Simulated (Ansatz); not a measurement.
GaP: short molecular dynamics at 1800 K

Theory: Ansatz 0.2.0, DFT PBE, scalar-relativistic, plane waves, PAW. Settings: plane waves to 420 eV, k-mesh 2×2×2 (shifted by 0.5, 0.5, 0.5 steps), Fermi–Dirac smearing 0.16 eV. The mesh is coarse. No spin polarisation.

16 atoms, starting at 1.06 times the perfect crystal's volume (space group F-43m, the cell as given, not relaxed at this level); Langevin thermostat at 1800 K (friction 0.05 fs⁻¹), fixed cell; 40 steps of 1.5 fs. The run is short and not equilibrated.

First frame:

```yaml
crystal:
  lattice:
    - [5.55740, 0.00000, 5.55740]
    - [0.00000, -5.55740, 5.55740]
    - [5.55740, -5.55740, 0.00000]
  atoms:
    - { symbol: Ga, position: [0.00000, 0.00000, 0.50000] }
    - { symbol: Ga, position: [0.00000, 0.50000, 0.50000] }
    - { symbol: Ga, position: [0.50000, 0.00000, 0.50000] }
    - { symbol: Ga, position: [0.50000, 0.50000, 0.50000] }
    - { symbol: Ga, position: [0.00000, 0.00000, 0.00000] }
    - { symbol: Ga, position: [0.00000, 0.50000, 0.00000] }
    - { symbol: Ga, position: [0.50000, 0.00000, 0.00000] }
    - { symbol: Ga, position: [0.50000, 0.50000, 0.00000] }
    - { symbol: P, position: [0.12500, 0.62500, 0.12500] }
    - { symbol: P, position: [0.12500, 0.12500, 0.12500] }
    - { symbol: P, position: [0.62500, 0.62500, 0.12500] }
    - { symbol: P, position: [0.62500, 0.12500, 0.12500] }
    - { symbol: P, position: [0.12500, 0.62500, 0.62500] }
    - { symbol: P, position: [0.12500, 0.12500, 0.62500] }
    - { symbol: P, position: [0.62500, 0.62500, 0.62500] }
    - { symbol: P, position: [0.62500, 0.12500, 0.62500] }
```

```yaml
Mean_temperature_over_the_second_half: 1444 K
Mean_pressure_over_the_second_half_kinetic_part_included: 1.0 GPa
Mean_potential_energy_above_the_perfect_crystal_as_given_at_volume_ratio_1;_besides_heat_the_difference_comes_from_the_volume_6_%_larger_and_the_crystal's_own_pressure_of_2.5_GPa;_its_own_run_had_another_smearing_without_effect_beside_its_gap: 160 meV/atom
Mean-square_drift_of_Ga_from_first_to_last_step_mean_shift_of_all_atoms_removed: 0.05 Å²
Mean-square_drift_of_P_from_first_to_last_step_mean_shift_of_all_atoms_removed: 0.04 Å²
```

Pair distribution functions g(r), second half of the run, up to half the cell's height:

```csv
r (Å),Ga-P
1.95,0.0
2.05,0.2
2.15,1.1
2.25,5.7
2.35,6.1
2.45,4.7
2.55,3.3
2.65,2.0
2.75,0.5
2.85,0.0
2.95,0.0
3.05,0.0
3.15,0.0
```

Along the run (potential energy from its first value; pressure with the kinetic part):

| t (fs) | T (K) | ΔE_pot (meV/atom) | P (GPa) |
| --- | --- | --- | --- |
| 0.0 | 1688 | 0.0 | -0.9 |
| 1.5 | 1842 | 1.4 | -0.8 |
| 3.0 | 1588 | 5.6 | -0.9 |
| 4.5 | 1569 | 12.4 | -0.8 |
| 6.0 | 1390 | 21.0 | -0.8 |
| 7.5 | 1414 | 30.8 | -0.7 |
| 9.0 | 1282 | 40.9 | -0.6 |
| 10.5 | 1456 | 51.1 | -0.4 |
| 12.0 | 1464 | 62.0 | -0.2 |
| 13.5 | 1647 | 73.7 | 0.0 |
| 15.0 | 1445 | 85.4 | 0.1 |
| 16.5 | 1414 | 97.3 | 0.2 |
| 18.0 | 1326 | 109.8 | 0.3 |
| 19.5 | 1333 | 121.4 | 0.5 |
| 21.0 | 1409 | 131.0 | 0.7 |
| 22.5 | 1188 | 138.9 | 0.6 |
| 24.0 | 1138 | 147.8 | 0.7 |
| 25.5 | 1244 | 157.2 | 0.9 |
| 27.0 | 1124 | 164.7 | 0.9 |
| 28.5 | 1021 | 169.1 | 0.9 |
| 30.0 | 911 | 171.0 | 0.9 |
| 31.5 | 1072 | 172.3 | 1.0 |
| 33.0 | 1061 | 171.7 | 1.0 |
| 34.5 | 1210 | 169.8 | 1.1 |
| 36.0 | 1113 | 167.2 | 1.0 |
| 37.5 | 1355 | 165.5 | 1.1 |
| 39.0 | 1534 | 164.4 | 1.2 |
| 40.5 | 1365 | 163.0 | 1.1 |
| 42.0 | 1117 | 161.0 | 0.9 |
| 43.5 | 1384 | 157.4 | 0.9 |
| 45.0 | 1406 | 154.0 | 0.9 |
| 46.5 | 1532 | 152.3 | 0.9 |
| 48.0 | 1382 | 151.7 | 0.8 |
| 49.5 | 1775 | 151.6 | 1.0 |
| 51.0 | 1876 | 152.2 | 1.0 |
| 52.5 | 1891 | 153.7 | 1.1 |
| 54.0 | 1877 | 156.3 | 1.1 |
| 55.5 | 1795 | 158.8 | 1.0 |
| 57.0 | 1635 | 160.6 | 0.9 |
| 58.5 | 1556 | 163.3 | 0.9 |
| 60.0 | 1487 | 166.8 | 0.9 |